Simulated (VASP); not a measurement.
# Te (P3_121) in VASP: further runs, part 2 of 2

VASP 6.6.1.

### Step 3. Dielectric tensor, PBEsol

INCAR

```
ALGO = Normal ; EDIFF = 1E-8
ENCUT = 350 ; GGA = PS
ISIF = 2 ; ISMEAR = 0
LASPH = True ; LCHARG = False
LEPSILON = True ; LREAL = False
LWAVE = False ; NELM = 100
PREC = Normal ; SIGMA = 0.01
```

KPOINTS

```
k-points
0
Gamma
  8 8 6
```

POSCAR

```
Te
1.0
    4.4540000000      0.0000000000      0.0000000000
   -2.2270000000      3.8572771485      0.0000000000
    0.0000000000      0.0000000000      5.9240000000
Te
3
Direct
    0.7310000000      0.7310000000      0.0000000000
    0.0000000000      0.2690000000      0.6666666667
    0.2690000000      0.0000000000      0.3333333333
```

Potentials or basis: VASP PAW PBE potentials, release 64 (Te).

On the command line:

```
cat potpaw_PBE.64/Te/POTCAR > POTCAR
mpirun -np 1 vasp_std > vasp.out
```

OUTCAR:

```text
EDIFF = 1E-8
   ENCUT = 350
   GGA = PS
   ISIF = 2
   ISMEAR = 0
   LASPH = True
   LEPSILON = True
   LREAL = False
   NELM = 100
   PREC = Normal

 Found     50 irreducible k-points:

 Following reciprocal coordinates:
            Coordinates               Weight
  0.000000  0.000000  0.000000      1.000000
  0.125000  0.000000  0.000000      6.000000
  0.250000  0.000000  0.000000      6.000000
  0.375000 -0.000000  0.000000      6.000000
  0.500000  0.000000  0.000000      3.000000
  0.125000  0.125000  0.000000      6.000000
   k-points           NKPTS =     50   k-points in BZ     NKDIM =     50   number of bands    NBANDS=     13
   number of dos      NEDOS =    301   number of ions     NIONS =      3
   total plane-waves  NPLWV =  11200
   dimension x,y,z NGX =    20 NGY =   20 NGZ =   28
   dimension x,y,z NGXF=    40 NGYF=   40 NGZF=   56
   ions per type =               3
   NGX,Y,Z   is equivalent  to a cutoff of   7.47,  7.47,  7.86 a.u.
   NGXF,Y,Z  is equivalent  to a cutoff of  14.93, 14.93, 15.72 a.u.
 SYSTEM =  unknown system
   PREC   = normal    normal or accurate (medium, high low for compatibility)
   ISTART =      0    job   : 0-new  1-cont  2-samecut
   ICHARG =      2    charge: 1-file 2-atom 10-const
   ISPIN  =      1    spin polarized calculation?
   LNONCOLLINEAR =      F non collinear calculations
   LSORBIT =      F    spin-orbit coupling
   LASPH  =      T    aspherical Exc in radial PAW
   ENCUT  =  350.0 eV  25.72 Ry    5.07 a.u.   6.79  6.79  9.04*2*pi/ulx,y,z
   NELM   =    100;   NELMIN=  2; NELMDL= -5     # of ELM steps
   EDIFF  = 0.1E-07   stopping-criterion for ELM
   LREAL  =      F    real-space projection
   EDIFFG = 0.1E-06   stopping-criterion for IOM
   NSW    =      0    number of steps for IOM
   IBRION =     -1    ionic relax: 0-MD 1-quasi-New 2-CG
   NFREE  =      0    steps in history (QN), initial steepest desc. (CG)
   ISIF   =      2    stress and relaxation
   ISYM   =      2    0-nonsym 1-usesym 2-fastsym
   POTIM  = 0.5000    time-step for ionic-motion
[... 173 lines left out ...]
           0.000000     0.000000    71.496423
 ------------------------------------------------------

 Free energy of the ion-electron system (eV)
  ---------------------------------------------------
  ---------------------------------------------------
  free energy    TOTEN  =       -11.20289235 eV

  energy without entropy =      -11.20289235

------------------------ aborting loop because EDIFF is reached ----------------------------------------

--------------------------------------- Ionic step        2  -------------------------------------------

------------------------ aborting loop because EDIFF is reached ----------------------------------------

--------------------------------------- Ionic step        3  -------------------------------------------

 Free energy of the ion-electron system (eV)
  ---------------------------------------------------
  ---------------------------------------------------
  free energy    TOTEN  =       -19.82929282 eV

  energy without entropy =      -19.82929282

------------------------ aborting loop because EDIFF is reached ----------------------------------------

 PIEZOELECTRIC TENSOR FIELD DIRECTION 3  (e Angst)
 -----------------------------------------------------------------------------
     0.01797  0.00001  0.00000           ( -0.00000  0.00000  0.00000)
    -0.00001  0.01797  0.00000           (  0.00000 -0.00000  0.00000)
    -0.00000  0.00000  0.01014           ( -0.00000  0.00000 -0.00002)

 PIEZOELECTRIC TENSOR FIELD DIRECTION 3  (C/m^2)
 -----------------------------------------------------------------------------
     0.00283  0.00000  0.00000
    -0.00000  0.00283  0.00000
    -0.00000  0.00000  0.00160

 MACROSCOPIC STATIC DIELECTRIC TENSOR (including local field effects in DFT)
 ------------------------------------------------------
          39.417794     0.000000     0.000000
           0.000000    39.417794     0.000000
          -0.000000     0.000000    69.174038
 ------------------------------------------------------

 PIEZOELECTRIC TENSOR (including local field effects)  for field in x, y, z        (e  Angst)
          XX          YY          ZZ          XY          YZ          ZX
  --------------------------------------------------------------------------------
  x    -3.27618     3.27618     0.00000     0.00000     1.03347     0.00000
  y     0.00000    -0.00000     0.00000     3.27618     0.00000    -1.03347
  z     0.00000    -0.00000     0.00000    -0.00001     0.00000     0.00000

 PIEZOELECTRIC TENSOR (including local field effects)  for field in x, y, z        (C/m^2)
          XX          YY          ZZ          XY          YZ          ZX
  --------------------------------------------------------------------------------
  x    -0.51574     0.51574     0.00000     0.00000     0.16269     0.00000
  y     0.00000    -0.00000     0.00000     0.51574     0.00000    -0.16269
  z     0.00000    -0.00000     0.00000    -0.00000     0.00000     0.00000

 BORN EFFECTIVE CHARGES (including local field effects) (in |e|, cummulative output)
 ---------------------------------------------------------------------------------
 ion    1
    1    -1.30315     2.25712     2.13542
    2     2.25712     1.30315    -1.23288
    3     2.67363    -1.54362     0.00000
 ion    2
    1    -1.30315    -2.25712    -2.13542
    2    -2.25712     1.30315    -1.23288
    3    -2.67363    -1.54362    -0.00000
 ion    3
    1     2.60630     0.00000     0.00000
    2     0.00000    -2.60630     2.46577
    3     0.00000     3.08724     0.00000
```

OSZICAR:

```text
N       E                     dE             d eps       ncg     rms          rms(c)
DAV:   1     0.604180755597E+02    0.60418E+02   -0.52182E+03  1300   0.801E+02
DAV:   2    -0.649436023212E+01   -0.66912E+02   -0.64583E+02  1706   0.137E+02
DAV:   3    -0.105020825951E+02   -0.40077E+01   -0.39837E+01  1520   0.384E+01
DAV:   4    -0.105815319507E+02   -0.79449E-01   -0.79360E-01  1749   0.652E+00
[... 11 lines left out ...]
RMM:   9    -0.198292810263E+02   -0.22116E-03   -0.33147E-05  3034   0.486E-03    0.255E-03
RMM:  10    -0.198292704090E+02    0.10617E-04    0.15812E-05  3002   0.117E-03    0.193E-03
RMM:  11    -0.198292831848E+02   -0.12776E-04    0.15139E-06  2982   0.547E-04    0.479E-04
RMM:  12    -0.198292916764E+02   -0.84916E-05    0.18096E-06  2764   0.189E-04    0.210E-04
RMM:  13    -0.198292925733E+02   -0.89690E-06   -0.68566E-07  1366   0.676E-05    0.650E-05
RMM:  14    -0.198292928195E+02   -0.24622E-06   -0.13463E-07   657   0.552E-05    0.162E-06
```

stdout:

```text
POSCAR found type information on POSCAR Te
 POSCAR found :  1 types and       3 ions
 scaLAPACK will be used
 -----------------------------------------------------------------------------
|                                                                             |
|                                                                             |
|     You enforced a specific xc type in the INCAR file but a different       |
[... 44 lines left out ...]
  Direction:   1
 dielectric tensor                  component  1 :    39.418     2.659    15.298
 Linear response to external field, progress :
  Direction:   2
 dielectric tensor                  component  2 :     0.004    39.418    -0.099
 Linear response to external field, progress :
  Direction:   3
 dielectric tensor                  component  3 :    17.659    -4.125    69.174
 Born effective charges drift removed
```

Run time: 2.8 min. Hardware: 1 thread of AMD EPYC 9R45 (Zen 5), shared host; peak memory 0.34 GiB.

The run converged, but some of its settings lie outside the range that counts as converged, so its numbers aren't taken as properties of the crystal.

Results:

- Band gap on the k mesh: 0.46 eV, indirect (least direct gap 0.53 eV)
- Electronic dielectric tensor (diagonal): 39.42, 39.42, 69.17
- Born charges (mean of the diagonal): Te +0.00 e

Caveat: the gap is small at this level, which inflates the dielectric constant; spin-orbit coupling is left out, which moves the levels of the heavy elements.
